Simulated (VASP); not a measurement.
Something may be wrong with this VASP 6.6.1 calculation of WC.

File INCAR:

```
SYSTEM = WC
PREC = Accurate
ENCUT = 520
EDIFF = 1E-6
ISMEAR = -1
SIGMA = 0.05
LREAL = .FALSE.
LASPH = .TRUE.
NELM = 74
ALGO = Fast
ISIF = 2
LWAVE = .FALSE.
LCHARG = .FALSE.
GGA = PE
IBRION = 2
NSW = 30
EDIFFG = -0.01
ISPIN = 2
NUPDOWN = 40
```

KPOINTS

```
regular mesh
0
G
  10 10 10
  0 0 0
```

Contents of POSCAR:

```
WC
1.0
    0.0000000000      2.1926840000      2.1926840000
    2.1049766400      0.0000000000      2.1926840000
    2.1049766400      2.1926840000      0.0000000000
W C
1 1
Direct
    0.0000000000      0.0000000000      0.0000000000
    0.5000000000      0.5000000000      0.5000000000
```

Potentials or basis: VASP PAW PBE potentials, release 64 (W_sv, C).

Run with:

```sh
$ cat potpaw_PBE.64/W_sv/POTCAR potpaw_PBE.64/C/POTCAR > POTCAR
$ mpirun -np 1 vasp_std > vasp.out
```

OUTCAR:

```text
SYSTEM = WC
   PREC = Accurate
   ENCUT = 520
   EDIFF = 1E-6
   ISMEAR = -1
   LREAL = .FALSE.
   LASPH = .TRUE.
   NELM = 74
   ISIF = 2
   GGA = PE
   IBRION = 2
   NSW = 30
   EDIFFG = -0.01
   ISPIN = 2
   NUPDOWN = 40

 ion  position               nearest neighbor table
   1  0.000  0.000  0.000-   2 2.10   2 2.10   2 2.19   2 2.19   2 2.19   2 2.19
   2  0.500  0.500  0.500-   1 2.10   1 2.10   1 2.19   1 2.19   1 2.19   1 2.19

  LATTYP: Found a body centered tetragonal cell.
 ALAT       =     3.1009234508
 C/A-ratio  =     1.3576450199

  Lattice vectors:

 A1 = (  -2.1049766400,   0.0000000000,  -2.1926840000)
 A2 = (  -2.1049766400,   0.0000000000,   2.1926840000)
[... 138 lines left out ...]
   LSORBIT =      F    spin-orbit coupling
   LASPH  =      T    aspherical Exc in radial PAW
   ENCUT  =  520.0 eV  38.22 Ry    6.18 a.u.   5.77  5.65  5.65*2*pi/ulx,y,z
   NELM   =     74;   NELMIN=  2; NELMDL= -5     # of ELM steps
   EDIFF  = 0.1E-05   stopping-criterion for ELM
   LREAL  =      F    real-space projection
   EDIFFG = -.1E-01   stopping-criterion for IOM
   NSW    =     30    number of steps for IOM
   IBRION =      2    ionic relax: 0-MD 1-quasi-New 2-CG
   NFREE  =      1    steps in history (QN), initial steepest desc. (CG)
   ISIF   =      2    stress and relaxation
   ISYM   =      2    0-nonsym 1-usesym 2-fastsym
   POTIM  = 0.5000    time-step for ionic-motion
   TEBEG  =    0.0;   TEEND  =   0.0 temperature during run
   PSTRESS=    0.0 pullay stress
   NELECT =      18.0000    total number of electrons
   NUPDOWN=      40.0000    fix difference up-down
   EMIN   =  10.00;   EMAX   =-10.00  energy-range for DOS
   EFERMI =   0.00;   METHOD = LEGACY
   ISMEAR =    -1;   SIGMA  =   0.05  broadening in eV -4-tet -1-fermi 0-gaus
   EFERMI_NEDOS =   21; number of points for ismear=-14 and -15
   IALGO  =     68    algorithm
   IMIX   =      4    mixing-type and parameters
     AMIX     =   0.40;   BMIX     =  1.00
     AMIX_MAG =   1.60;   BMIX_MAG =  1.00
  volume/ion in A,a.u.               =      10.12        68.30
  Fermi-wavevector in a.u.,A,eV,Ry     =   1.574306  2.975007 33.721224  2.478440
  Thomas-Fermi vector in A             =   2.675460
   LORBIT       =      0    0 simple, 1 ext, 2 COOP (PROOUT), +10 PAW based schemes
   GGA     = PE    functional components
   LHFCALC =     F    Hartree Fock is set to
   AEXX    =    0.0000 exact exchange contribution
   IVDW    =     0    specifies the selected vdW correction
   LEPSILON=     F    determine dielectric tensor
   LRPA    =     F    only Hartree local field effects (RPA)
 conjugate gradient relaxation of ions
 spin polarized calculation
 RMM-DIIS sequential band-by-band and
  energy-cutoff  :      520.00
  volume of cell :       20.24
 maximum number of plane-waves:       560
   NGX = 11   NGY = 11   NGZ = 11
```

On the terminal:

```text
POSCAR found type information on POSCAR W C
 POSCAR found :  2 types and       2 ions
[... 25 lines left out ...]
 WAVECAR not read
 entering main loop
```

**Question.** What happened, and what is wrong with the input?

**Answer.** The run was cut off at its time limit. The input holds a flaw that was put in on purpose: moment fixed beyond the electrons at hand (ISPIN = 2; NUPDOWN = 40).
